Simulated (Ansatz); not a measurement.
Input and command of a calculation in Ansatz (plane waves; scalar-relativistic PAW potentials unless the input names others):

```yaml
crystal:
  lattice:
    - [-1.601494095, 1.601494095, 1.6815687997]
    - [1.601494095, -1.601494095, 1.6815687997]
    - [1.601494095, 1.601494095, -1.6815687997]
  atoms:
    - { symbol: Ti, position: [0.0, 0.0, 0.0] }
basis:
  ecutwfc: 420
kpoints:
  mp_grid: { grid: [28, 28, 28] }
hamiltonian:
  xc: pbe
scf:
  occupations: { method: gaussian, width: 0.15 }
  convergence: { dr2_threshold: 1.0e-06 }
output:
  forces: true
  eigenvalues: true
  stress: true
```

```bash
ansatz run input.yaml --threads 1 --pin off --max-ram 2560MiB --backend cpu --events-out ev --progress --plain --runs-dir out
```

Abridged log:
```
Warning: scf.convergence.dr2_threshold = 1e-6 eV is looser than this run's default, which is 1e-7 eV or tighter. The error in the forces grows as the threshold's square root, so leave the key out unless less accurate forces are enough
Warning: output.stress: scf.convergence.dr2_threshold = 1e-6 eV is looser than the 1e-10 eV advised for a printed stress (1e-10 eV for each atom of the cell: 1). ...
Basis set: ecut = 420 eV, 337 PW (Γ), exchange–correlation on 40×40×40 points (8 copies of the dense FFT grid, shifted against one another)
Bands: 10, of which v1, the nominal top of the filled ones, is band 6 counted from 1 (5 counted from 0)
Symmetry: 16 space group operations
k-points: 1639 of 21952
SCF iter   1: F=—  HF=-2499.570515 eV  |F-HF|=—  |Δ(HF+E_count)|=         —  Δρ=2.15e-3  dr2=6.53e-4  ethr=1.77e-3  ⟨swp⟩=4.3  Hψ=85080  notcnv=0
SCF iter   2: F=—  HF=-2499.570320 eV  |F-HF|=—  |Δ(HF+E_count)|=   1.95e-4  Δρ=1.13e-3  dr2=9.78e-5  ethr=5.44e-6  ⟨swp⟩=2.0  Hψ=37896  notcnv=0
SCF iter   3: F=—  HF=-2499.570315 eV  |F-HF|=—  |Δ(HF+E_count)|=   5.09e-6  Δρ=4.96e-4  dr2=1.10e-5  ethr=8.15e-7  ⟨swp⟩=2.4  Hψ=25257  notcnv=0
SCF iter   4: F=-2499.570333 eV  HF=-2499.570333 eV  |F-HF|=5.79e-7  |Δ(HF+E_count)|=   1.77e-5  Δρ=9.68e-5  dr2=5.49e-7  ethr=9.18e-8  ⟨swp⟩=2.3  Hψ=20496  notcnv=0
SCF iter   5: F=-2499.570333 eV  HF=-2499.570333 eV  |F-HF|=3.80e-9  |Δ(HF+E_count)|=   7.15e-7  Δρ=6.75e-6  dr2=2.09e-9  ethr=4.57e-9  ⟨swp⟩=2.0  Hψ=19727  notcnv=0
SCF iter   6: F=-2499.570333 eV  HF=-2499.570333 eV  |F-HF|=3.05e-11  |Δ(HF+E_count)|=   4.36e-9  Δρ=7.97e-7  dr2=9.43e-11  ethr=1.74e-11  ⟨swp⟩=1.1  Hψ=47733  notcnv=0
SCF 1 converged in 6 iterations: F = -2499.570333 eV  dr2 = 9.43e-11
SCF converged after 6 iterations
Free energy (F): -2499.570333 eV
Harris-Foulkes:  -2499.570333 eV  (|F-HF|=3.05e-11)
Internal energy: -2499.544131 eV  (E = F + TS)
E sigma→0 (E₀):  -2499.557232 eV
Entropy (-TS):   -0.026203 eV (-26.203 meV/atom)
Fermi energy:    13.239845 eV
--- Forces (eV/Å), atoms counted from 1 ---
  atom   1  Ti     0.00000000     0.00000000     0.00000000
--- Stress (GPa, compression-positive) ---
       -0.187574       0.000000       0.000000
        0.000000      -0.187574       0.000000
        0.000000       0.000000       0.798893
  P = ⅓ Tr σ = 0.1412 GPa (1.412 kbar)
```

Apart from outputs and empty bands, the input differs from a reference run on usual settings in scf.convergence.dr2_threshold: not typed → 1e-06. The reference, at the same geometry (not necessarily relaxed), gave pressure 0.14 GPa, largest force 0.000 eV/Å, no gap on the mesh. This run converged in 6 SCF iterations (reference: 6) with an energy at zero smearing within 0.01 meV/atom of the reference's, pressure 0.14 GPa, largest force 0.000 eV/Å, no gap on the mesh.

Time: 11 s on 1 thread of AMD EPYC 7R13 Processor (Zen 3) (shared host), peak memory 0.65 GiB.